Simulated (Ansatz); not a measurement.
# In2Se2 monolayer in a perpendicular field, part 2 of 2

What dipole does a perpendicular field induce in the In2Se2 monolayer, and does the gap follow? A positive field points along +c.

Ansatz 0.2.0; plane-wave DFT, PBE-D3(BJ), Ansatz PAW.

So far. Step 2 (Relaxation): The lattice constant a goes from 4.134 to 4.027 Å.

## Step 3: Single point, field 0

A sawtooth potential applies the field, turning back in the middle of the vacuum. With the dipole correction the typed value is the field outside the slab. The induced dipole is small, so the SCF threshold is tight.

The cell differs from the one that the last finished run ended in (c 41.243 → 23.385 Å).

input.yaml reads:

```yaml
crystal:
  lattice:
    - [4.0268232342, 0.0, 0.0]
    - [-2.0134116171, 3.4873312174, 0.0]
    - [0.0, 0.0, 23.3850211755]
  atoms:
    - { symbol: Se, position: [0.3333333333, 0.6666666667, 0.3848617426] }
    - { symbol: In, position: [0.0, 0.0, 0.4402502227] }
    - { symbol: In, position: [0.0, 0.0, 0.5597497773] }
    - { symbol: Se, position: [0.3333333333, 0.6666666667, 0.6151382574] }
kpoints:
  mp_grid: { grid: [12, 12, 1] }
  band_path:
    path: [[0, 0, 0], [0.5, 0, 0], [0.33333333, 0.33333333, 0], [0, 0, 0]]
    npoints: 16
hamiltonian:
  xc: pbe
  dispersion: d3bj
scf:
  occupations: { method: fermi_dirac, width: 0.02585 }
  convergence: { dr2_threshold: 1.0e-10 }
efield:
  axis: 3
  dipole_correction: true
  ramp_position: 0.97
  ramp_width: 0.06
  amplitude: 0
output:
  dos: { projected: true, e_range: [-6, 5] }
  write_potential: true
  write_density: true
  volumetric_format: npy
  elf: true
```

On the command line:

```
> ansatz run input.yaml --threads 2 --pin off --max-ram 3072MiB --backend cpu --events-out ev --progress --plain --runs-dir out
```

Numbers of over 12 decimals in the logs are rounded to 6 here.

What it wrote:

```text
[...]
Crystal: 4 atoms, lattice volume = 328.393 Å³
Basis set: ecut = 420 eV, 6439 PW (Γ)
Bands: 35, of which v1, the nominal top of the filled ones, is band 29 counted from 1 (28 counted from 0)
Symmetry: 6 space group operations
k-points: 19 of 144 (time reversal used)
[...]
SCF iter   1: F=—  HF=-22136.814533 eV  |F-HF|=—  |Δ(HF+E_count)|=         —  Δρ=1.32e-3  dr2=1.22e-2  ethr=1.77e-3  p=0.000 e·Å  D=1.61e-14 V/Å  ΔV_dip=-0.00 eV  dr2_dipole=2.27e-8  V_vac-E_F(+/−)=5.17/5.17 eV  ⟨swp⟩=8.7  Hψ=3279  notcnv=0  defer=1
efield: sawtooth ramp at fractional position 0.9700 (set: `efield.ramp_position`, or a place that a band, a saddle search or an elastic batch's reference lends), width 0.0600; the density the first Hamiltonian is built on has a dipole p = 0.000 e·Å; the dipole correction subtracts the counter field D = 1.61e-14 V/Å, which shifts the + side's vacuum level by -0.00 eV against the − side's; the planar-averaged density in the ramp window peaks in size at 9.8e-6 e/Å³
[...]
SCF iter   2: F=—  HF=-22136.813691 eV  |F-HF|=—  |Δ(HF+E_count)|=   8.42e-4  Δρ=5.26e-4  dr2=3.31e-3  ethr=2.10e-5  p=-0.000 e·Å  D=-4.50e-5 V/Å  ΔV_dip=0.00 eV  dr2_dipole=2.10e-7  V_vac-E_F(+/−)=5.13/5.13 eV  ⟨swp⟩=2.9  Hψ=1119  notcnv=0  defer=24
[...]
SCF iter  10: F=-22136.813478 eV  HF=-22136.813478 eV  |F-HF|=7.64e-11  |Δ(HF+E_count)|=   1.34e-9  Δρ=1.22e-7  dr2=4.65e-11  ethr=1.00e-12  p=-0.000 e·Å  D=-1.03e-7 V/Å  ΔV_dip=0.00 eV  dr2_dipole=9.43e-13  V_vac-E_F(+/−)=5.14/5.14 eV  ⟨swp⟩=10.1  Hψ=2062  notcnv=0
SCF 1 converged in 10 iterations: F = -22136.813478 eV  dr2 = 4.65e-11
[...]
NSCF: frozen V_eff on 49 k-points
efield: sawtooth ramp at fractional position 0.9700 (kept from the solve that this one continues, or follows in the run), width 0.0600; the density the first Hamiltonian is built on has a dipole p = -0.000 e·Å; the dipole correction subtracts the counter field D = -1.03e-7 V/Å, which shifts the + side's vacuum level by +0.00 eV against the − side's; the planar-averaged density in the ramp window peaks in size at 9.7e-6 e/Å³
WARN: The output density's exchange-correlation potential varies sharply where the density is thin. Do not read a vacuum level from v_tot or v_xc, or from such a field of the output density. On a cell that repeats whose density bears no net charge and no dipole along the vacuum's axis use v_es (v_loc + v_h of the components); under efield.dipole_correction with no amplitude use v_es + v_field, which holds any externa [...]
SCF converged after 10 iterations
Free energy (F): -22136.813478 eV
[...]
Internal energy: -22136.813478 eV  (E = F + TS)
E sigma→0 (E₀):  -22136.813478 eV
Fermi energy:    -0.691631 eV
Dipole field:    D = 0.000001 V/Å  (p = 0.000002 e·Å, saw-weighted, corrected)
Work function:   Φ+ = 5.1401 eV   Φ− = 5.1401 eV
Levels:          The Fermi level and band energies are counted from a zero that moves with the ramp; work functions are not
[...]
--- Band table (eV; the first three rows and the last of 19) ---
  k-point 0: bands = [... 25 lower, -1.9911, -1.9176, -1.9176, -1.6151, 0.0849, 1.3025, 3.5369, 3.5369, ... 2 higher]
  k-point 1: bands = [... 25 lower, -2.3145, -2.0772, -1.9937, -1.5668, 0.4526, 1.6852, 3.1232, 3.6053, ... 2 higher]
  k-point 2: bands = [... 25 lower, -2.9378, -2.2963, -2.1887, -1.5464, 0.9984, 1.9674, 2.8715, 3.7378, ... 2 higher]
  k-point 18: bands = [... 25 lower, -4.2724, -3.2601, -2.8028, -2.6126, 1.0296, 1.5655, 2.5022, 3.5089, ... 2 higher]
```

Run time: 26 s. Hardware: 2 threads of Arm Neoverse V1, shared host; peak memory 0.68 GiB; 51 s of CPU time.

Reading the cycles: dr2 is the Hartree energy of the density residual (eV), the measure of convergence; HF is the Harris–Foulkes estimate of the energy, which meets the free energy F at convergence.

This step gave:

| Item | Value |
| --- | --- |
| gap on the k-mesh | 1.628 eV |
| dipole along the normal | 1.66e-6 e·Å |
| gap along the path | 1.628 eV |
| smallest direct gap along the path | 1.700 eV |
| ionisation energy, upper face | 5.992 eV |
| electron affinity, upper face | 4.364 eV |
| gap, the smaller of path and mesh | 1.628 eV |

Running mean over a fixed 2.8 Å (it still follows the layers) of the planar mean; the ramp of the sawtooth is left out. Table of electron's electrostatic potential energy less the Fermi level by z:

z (Å), electron's electrostatic potential energy less the Fermi level (eV) and a bar from the least value:
```
      3.0       5.14 ##############################
      3.5       5.14 ##############################
      4.0       5.14 ##############################
      4.5       5.14 ##############################
      5.0       5.14 ##############################
      5.5       5.13 ##############################
      6.0       5.10 ##############################
      6.5       4.96 #############################
      7.0       4.38 ############################
      7.5       3.18 ########################
      8.0       1.65 ###################
      8.5      -0.39 #############
      9.0      -2.57 ######
      9.5      -4.25 #
     10.0      -4.35 
     10.5      -3.57 ###
     11.0      -2.67 ######
     11.5      -2.25 #######
     12.0      -2.29 #######
     12.5      -2.86 #####
     13.0      -3.78 ##
     13.5      -4.45 
     14.0      -3.96 ##
     14.5      -2.08 #######
     15.0       0.11 ##############
     15.5       2.04 ####################
     16.0       3.49 #########################
     16.5       4.58 ############################
     17.0       5.01 ##############################
     17.5       5.11 ##############################
     18.0       5.13 ##############################
     18.5       5.14 ##############################
     19.0       5.14 ##############################
     19.5       5.14 ##############################
     20.0       5.14 ##############################
```

The density of states has structure finer than the step of the table below, so its rows give means over 0.25 eV, whole bins alone (the curve runs from -6 to 2.77 eV). Peaks (eV: height): -5.420: 11.6, -3.380: 8.71, -2.720: 8.43, -2.550: 14.6, -2.200: 11.6, -0.870: 10.3, 1.830: 9.90.

Density of states against energy, zero at the Fermi level of the run, which the smearing sets inside the gap; means over each step:

energy (eV), density of states (states/eV a cell) and a bar:
```
    -5.75        0.0 
    -5.50        3.2 ##############
    -5.25        1.6 #######
    -5.00        0.9 ####
    -4.75        0.7 ###
    -4.50        0.6 ###
    -4.25        0.7 ###
    -4.00        1.1 #####
    -3.75        0.6 ###
    -3.50        3.2 ##############
    -3.25        3.1 ##############
    -3.00        1.9 ########
    -2.75        4.1 ##################
    -2.50        6.4 ############################
    -2.25        6.8 ##############################
    -2.00        2.8 ############
    -1.75        4.1 ##################
    -1.50        3.1 ##############
    -1.25        1.8 ########
    -1.00        2.3 ##########
    -0.75        0.8 ###
    -0.50        0.0 
    -0.25        0.0 
     0.00        0.0 
     0.25        0.0 
     0.50        0.0 
     0.75        0.0 
     1.00        0.1 #
     1.25        0.2 #
     1.50        1.4 ######
     1.75        4.9 ######################
     2.00        4.9 ######################
     2.25        2.9 #############
     2.50        1.0 ####
```

Projected DOS per atom over height of the atomic layer and energy from the Fermi level. Layers: Se In In Se from below.

Ten even steps from '_' (0.00 states/eV) to '@' (2.26 states/eV), each cell a mean:
```
__....__
::====::
==++++==
__....__
________
________
________
________
________
--....--
==....==
++::::++
@@....@@
%%::::%%
--....--
==----==
..____..
________
________
..____..
::::::::
________
```
Columns: height of the atomic layer (Å) from 9 to 14.4 (not evenly spaced); rows upwards: energy from the Fermi level (eV) from -5.96 to 2.77.

The electronic bands at the labelled points (eV, zero at the Fermi level of the run, which the smearing sets inside the gap):

| point | band 26 | band 27 | band 28 | band 29 | band 30 | band 31 | band 32 | band 33 |
| --- | --- | --- | --- | --- | --- | --- | --- | --- |
| Γ | -1.30 | -1.23 | -1.23 | -0.92 | 0.78 | 1.99 | 4.23 | 4.23 |
| halfway | -2.56 | -1.87 | -1.74 | -0.93 | 1.92 | 2.08 | 4.01 | 4.01 |
| M | -2.38 | -2.34 | -2.16 | -1.78 | 1.47 | 1.48 | 3.37 | 3.69 |
| halfway | -3.01 | -2.71 | -2.19 | -1.78 | 1.83 | 1.98 | 3.48 | 4.02 |
| K | -3.58 | -2.57 | -2.11 | -1.92 | 1.72 | 2.26 | 3.19 | 4.20 |
| halfway | -2.50 | -2.41 | -2.19 | -0.98 | 2.21 | 2.49 | 3.53 | 4.40 |
| Γ | -1.30 | -1.23 | -1.23 | -0.92 | 0.78 | 1.99 | 4.23 | 4.23 |

Valence density in the ca plane at fractional y = 0.667, with atoms of Se within 0.2 Å of it. It is the smooth field of the valence electrons, not physical close to the nuclei.

Ten steps, logarithmic in the rise over the least value, from '0' (0 e/Å³) to '9' (29 e/Å³), each cell a mean:
```
00000000000000000000000110000001110000000000
00000000000000000000000111000001100000000000
00000000000000000000000110000001100000000000
00000000000000000001111100000000111110000000
00000000000000000012221100000000112221000000
00000000000000000124652100000000125642100000
00000000000000000137984210000000138973100000
00000000000000000137984210000000148983100000
00000000000000000124653100000000125652100000
00000000000000000012222100000000122221000000
00000000000000000001111100000000111110000000
```
Columns run along c (16.0 Å, from fractional 0.07 to 0.75 of the cell), rows up along a (4.0 Å). Atoms in or near the plane, at fractional coordinates: Se at (0.38, 0.33), Se at (0.62, 0.33).

Electrostatic potential energy in the ca plane at fractional y = 0.667, with atoms of Se within 0.2 Å of it. With pseudopotentials it is smooth inside the atoms' cores, unlike the true potential.

Ten even steps from '0' (-19 eV) to '9' (4 eV), each cell a mean:
```
99999999999999999999887667788876678899999999
99999999999999999999887656788765578899999999
99999999999999999999887666788876678899999999
99999999999999999998777777888877777789999999
99999999999999999974236788899888763247999999
99999999999999999830101689999998720102799999
99999999999999999702430589999998503430699999
99999999999999999602530489999998503530699999
99999999999999999720101689999998710102799999
99999999999999999973125788899888752136899999
99999999999999999988777777888887777788999999
```
Columns run along c (16.0 Å, from fractional 0.07 to 0.75 of the cell; values clipped at the 3rd and 97th percentile), rows up along a (4.0 Å). Atoms in or near the plane, at fractional coordinates: Se at (0.38, 0.33), Se at (0.62, 0.33).

ELF in the ca plane at fractional y = 0.667, with atoms of Se within 0.2 Å of it. It is the smooth field of the valence electrons, not physical close to the nuclei.

Values, 6 rows by 16 columns, each cell a mean:
```
0.00 0.00 0.00 0.00 0.00 0.01 0.08 0.20 0.20 0.31 0.39 0.22 0.22 0.13 0.03 0.00
0.00 0.00 0.00 0.00 0.00 0.03 0.19 0.34 0.24 0.29 0.35 0.22 0.32 0.27 0.08 0.01
0.00 0.00 0.00 0.00 0.03 0.30 0.72 0.76 0.56 0.17 0.13 0.37 0.73 0.77 0.50 0.08
0.00 0.00 0.00 0.00 0.06 0.49 0.84 0.43 0.65 0.15 0.04 0.48 0.50 0.72 0.71 0.17
0.00 0.00 0.00 0.00 0.06 0.46 0.83 0.57 0.65 0.15 0.05 0.47 0.60 0.76 0.68 0.16
0.00 0.00 0.00 0.00 0.02 0.21 0.61 0.71 0.46 0.20 0.19 0.31 0.66 0.69 0.38 0.05
```
Columns run along c (16.0 Å, from fractional 0.07 to 0.75 of the cell), rows up along a (4.0 Å). Atoms in or near the plane, at fractional coordinates: Se at (0.38, 0.33), Se at (0.62, 0.33).

The gap is 1.63 eV, with the valence edge 5.99 eV and the conduction edge 4.36 eV under the upper vacuum level.

## Step 4: Atoms held, field 0.1 V/Å

input.yaml: that of step 3 with these lines changed.

```diff
@@ -26,5 +26,4 @@
   ramp_width: 0.06
-  amplitude: 0
+  amplitude: 0.1
 output:
-  dos: { projected: true, e_range: [-6, 5] }
   write_potential: true
@@ -32,2 +31 @@
   volumetric_format: npy
-  elf: true
```

What it wrote:

```text
[...]
Crystal: 4 atoms, lattice volume = 328.393 Å³
Basis set: ecut = 420 eV, 6439 PW (Γ)
Bands: 35, of which v1, the nominal top of the filled ones, is band 29 counted from 1 (28 counted from 0)
Symmetry: 6 space group operations
k-points: 19 of 144 (time reversal used)
[...]
k-point 0: bands = [... 25 lower, -1.9956, -1.9141, -1.9141, -1.6158, 0.0842, 1.3021, 3.5363, 3.5363, ... 2 higher]
  k-point 1: bands = [... 25 lower, -2.3111, -2.0812, -1.9906, -1.5674, 0.4519, 1.6848, 3.1212, 3.6047, ... 2 higher]
  k-point 2: bands = [... 25 lower, -2.9366, -2.2995, -2.1864, -1.5469, 0.9976, 1.9668, 2.8703, 3.7372, ... 2 higher]
  k-point 18: bands = [... 25 lower, -4.2719, -3.2616, -2.8022, -2.6131, 1.0290, 1.5650, 2.5016, 3.5083, ... 2 higher]
[key lines of the parts left out:]
SCF converged after 14 iterations
Free energy (F): -22136.816302 eV
Fermi energy:    -0.692231 eV
Dipole field:    D = 0.031122 V/Å  (p = 0.056481 e·Å, saw-weighted, corrected)
```

Wall time 30 s (2 threads); peak memory 0.6 GiB.

The dipole is 0.0565 e·Å, and the gap 1.628 eV.

## Step 5: Single point, field -0.1 V/Å

input.yaml: that of step 4 with these lines changed.

```diff
@@ -26,3 +26,3 @@
   ramp_width: 0.06
-  amplitude: 0.1
+  amplitude: -0.1
 output:
```

What it wrote:

```text
[...]
Crystal: 4 atoms, lattice volume = 328.393 Å³
Basis set: ecut = 420 eV, 6439 PW (Γ)
Bands: 35, of which v1, the nominal top of the filled ones, is band 29 counted from 1 (28 counted from 0)
Symmetry: 6 space group operations
k-points: 19 of 144 (time reversal used)
[...]
k-point 0: bands = [... 25 lower, -1.9956, -1.9141, -1.9141, -1.6158, 0.0842, 1.3021, 3.5363, 3.5363, ... 2 higher]
  k-point 1: bands = [... 25 lower, -2.3111, -2.0812, -1.9906, -1.5674, 0.4519, 1.6848, 3.1212, 3.6047, ... 2 higher]
  k-point 2: bands = [... 25 lower, -2.9366, -2.2995, -2.1864, -1.5469, 0.9976, 1.9668, 2.8703, 3.7372, ... 2 higher]
  k-point 18: bands = [... 25 lower, -4.2719, -3.2616, -2.8022, -2.6131, 1.0290, 1.5650, 2.5016, 3.5083, ... 2 higher]
[key lines of the parts left out:]
SCF converged after 13 iterations
Free energy (F): -22136.816302 eV
Fermi energy:    -0.692230 eV
Dipole field:    D = -0.031121 V/Å  (p = -0.056479 e·Å, saw-weighted, corrected)
```

Elapsed: 28 s, on 2 threads; peak memory 0.6 GiB.

The dipole is -0.0565 e·Å, and the gap 1.628 eV.

## Step 6: Response, atoms held

This step: plane-wave DFT, PBE-D3(BJ), Ansatz PAW; response to a field along the normal, atoms held (Ansatz 0.2.0).

The dipoles give the slope, and the difference of two potentials shows where the field is screened.

This step gave:

```
equivalent conductor thickness p/(ε₀AE) : 7.278 Å
distance between the outer atoms        : 5.385 Å
```

Dipole of the cell against applied field:

| applied field (V/Å) | dipole of the cell (e·Å) |
| --- | --- |
| -0.1000 | -0.0565 |
| 0.0000 | 1.7e-6 |
| 0.1000 | 0.0565 |

Local field over the applied field, running mean. From the potentials at -0.1 and 0.1 V/Å; running mean over 2.5 Å. The local field over applied field by z:

z (Å), local field over applied field and a bar:
```
      4.5      0.999 ##############################
      5.0      0.996 ##############################
      5.5      0.987 ##############################
      6.0      0.965 #############################
      6.5      0.911 ###########################
      7.0      0.804 ########################
      7.5      0.646 ###################
      8.0      0.470 #############
      8.5      0.296 #######
      9.0      0.155 ###
      9.5      0.082 #
     10.0      0.067 
     10.5      0.066 
     11.0      0.078 
     11.5      0.099 #
     12.0      0.095 #
     12.5      0.074 
     13.0      0.065 
     13.5      0.068 
     14.0      0.092 #
     14.5      0.182 ####
     15.0      0.334 #########
     15.5      0.511 ##############
     16.0      0.685 ####################
     16.5      0.834 #########################
     17.0      0.928 ############################
     17.5      0.972 #############################
     18.0      0.990 ##############################
     18.5      0.997 ##############################
     19.0      0.999 ##############################
```

Electrons, planar mean, per unit field. The induced electron density by z:

z (Å), induced electron density (e/Å³ per V/Å) and a bar from the least value:
```
      4.5    0.00001 ###############
      5.0    0.00002 ###############
      5.5    0.00006 ###############
      6.0    0.00016 ################
      6.5    0.00045 #################
      7.0    0.00113 ####################
      7.5    0.00244 #########################
      8.0    0.00349 ##############################
      8.5    0.00204 ########################
      9.0    0.00079 ##################
      9.5    0.00048 #################
     10.0   -0.00056 ############
     10.5   -0.00095 ###########
     11.0    0.00047 #################
     11.5    0.00045 #################
     12.0   -0.00066 ############
     12.5   -0.00015 ##############
     13.0    0.00111 ####################
     13.5    0.00027 ################
     14.0   -0.00054 #############
     14.5   -0.00099 ###########
     15.0   -0.00252 ####
     15.5   -0.00343 
     16.0   -0.00209 ######
     16.5   -0.00092 ###########
     17.0   -0.00036 #############
     17.5   -0.00013 ##############
     18.0   -0.00004 ###############
     18.5   -0.00001 ###############
     19.0    0.00000 ###############
```

The smaller of the gaps on the path and on the k-mesh, counted as 0 under 0.03 eV. The gap stays at 1.63 eV for applied field from -0.1 to 0.1 V/Å.

By hand: between -0.1 and 0.1 V/Å the dipole changes by 0.1130 e·Å, a slope of 0.5648 e·Å²/V. A perfect conductor of thickness t has p = ε₀AEt, so t = 180.95 × 0.5648 / 14.043 = 7.28 Å (e/ε₀ = 180.95 V·Å, A in Å²).

The induced dipole is that of a conductor 7.28 Å thick.

## Step 7: Results

- gap without field: 1.63 eV
- ionisation energy, upper face: 5.99 eV
- electron affinity, upper face: 4.36 eV
- equivalent conductor thickness, atoms held: 7.28 Å

What this shows: The induced dipole equals that of a perfect conductor 7.28 Å thick, while the outer atoms lie 5.39 Å apart; an out-of-plane ε follows only once a thickness t is chosen, by 1 − 1/ε = 7.28 Å / t. The gap stays within 0.01 eV of 1.63 eV over the fields run, up to 0.1 V/Å in size. Semilocal functionals give gaps that are too small, and excitons are not included. Spin-orbit coupling is left out, which matters for the bands of elements this heavy.

[Logs are printed without paths, hosts, clocks, repeated set-up lines and the standing remarks that a program may print on its own settings, such as how far it seeks lower states.]

[Hosts, paths, dates, database ids (printed as entryN), source tags and the programs' standing remarks are cut or masked in the printed files.]

[Maps of the electrostatic potential energy from Ansatz leave out the sawtooth potential of an applied field or a dipole correction, so their vacuum need not be flat; planar profiles and work functions include it.]

[The density of states shown here was stored with 400 of the rows of the run's finer table, so its peaks can read low, often by over a quarter, or be missed, and its means over a window can be off by a tenth or more.]
